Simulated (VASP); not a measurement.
## C in VASP 6.6.1, single-point calculation

INCAR

```
LREAL = .FALSE.
GGA = PE
LCHARG = .FALSE.
IBRION = -1
ISIF = 2
NSW = 0
ISMEAR = -1
NELM = 120
ENCUT = 520
SIGMA = 0.02
NBANDS = 11
ADDGRID = .TRUE.
EDIFF = 1E-7
LASPH = .TRUE.
LWAVE = .FALSE.
PREC = Accurate
```

KPOINTS

```
KPOINTS created by Atomic Simulation Environment
0
Gamma
4 4 4
0 0 0
```

POSCAR

```
C
 1.0000000000000000
     0.0000000000000000    1.8335278667999999    1.7689115518000000
     1.8335278667999999    0.0000000000000000    1.7689115518000000
     1.8335278667999999    1.8335278667999999    0.0000000000000000
 C
   2
Cartesian
  0.0000000000000000  0.0000000000000000  0.0000000000000000
  0.9167639333999998  0.9167639333999998  0.8844557758999999
```

The recommended PBE PAW datasets give the neutral cell 8 valence electrons.

Command

```
mpirun -np 1 vasp_std
```

Task: Predict the outcome of this run.

Result: It converged. Results: gap between bands v and c on the k mesh 3.51 eV; least direct gap on the k mesh 4.84 eV; pressure -15.8 GPa. Band v is the last that the valence electrons fill when counted band by band, and c is the next.

OSZICAR

```
N       E                     dE             d eps       ncg     rms          rms(c)
DAV:   1    -0.243581249584E+01   -0.24358E+01   -0.48982E+03   310   0.719E+02
DAV:   2    -0.182990356447E+02   -0.15863E+02   -0.15130E+02   360   0.115E+02
DAV:   3    -0.185752244846E+02   -0.27619E+00   -0.27560E+00   340   0.109E+01
DAV:   4    -0.185756684950E+02   -0.44401E-03   -0.44400E-03   295   0.534E-01
DAV:   5    -0.185756690931E+02   -0.59802E-06   -0.59809E-06   328   0.180E-02    0.528E+00
DAV:   6    -0.181470715634E+02    0.42860E+00   -0.22320E-01   292   0.329E+00    0.316E+00
DAV:   7    -0.180018257262E+02    0.14525E+00   -0.28064E-01   289   0.374E+00    0.687E-01
DAV:   8    -0.180036852010E+02   -0.18595E-02   -0.79799E-03   292   0.657E-01    0.450E-02
DAV:   9    -0.180037385933E+02   -0.53392E-04   -0.78189E-05   336   0.704E-02    0.249E-02
DAV:  10    -0.180037583047E+02   -0.19711E-04   -0.15942E-05   292   0.344E-02    0.580E-03
DAV:  11    -0.180037584302E+02   -0.12555E-06   -0.32434E-07   327   0.495E-03    0.595E-04
DAV:  12    -0.180037583869E+02    0.43297E-07   -0.23954E-08   193   0.150E-03
   1 F= -.18003758E+02 E0= -.18003758E+02  d E =-.124127E-12
```

These settings aren't sound, so the numbers aren't properties of the crystal.

On sound settings PBE gives a gap of 3.18 eV on its mesh and a pressure of -16.7 GPa for the intended cell.
